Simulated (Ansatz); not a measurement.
## PbS (Galena) in Ansatz: the effect of functional

PbS (Galena):

```xyz
2
Lattice="0.0000 2.9657 2.9657 2.9657 0.0000 2.9657 2.9657 2.9657 0.0000" Properties=species:S:1:pos:R:3 pbc="T T T"
Pb    0.0000    0.0000    0.0000
S     2.9657    2.9657    2.9657
```

Alike in all runs:

- Program: Ansatz 0.2.0
- Task: single point
- Potentials or basis: all-electron PAW datasets made for the crystal
- k mesh: 6 × 6 × 6
- Occupations: fermi-dirac, width 0.05 eV
- Spin: no spin polarisation

Task: One run gave: gap on the mesh 0.78 eV; pressure 1.1 GPa. Which functional did it use?
A. PBE0
B. PBE
C. HSE06

Result: C.

```tsv
functional	cutoff	gap on the mesh (eV)	pressure (GPa)
PBE	260 eV (chosen from the basis error)	0.36	2.2
HSE06	290 eV (chosen from the basis error)	0.78	1.1
PBE0	290 eV (chosen from the basis error)	1.36	1.2
```

Caveats: spin-orbit coupling is left out, which as a rule narrows the gap of such compounds by several tenths of an eV.

A k mesh can miss the band edges.
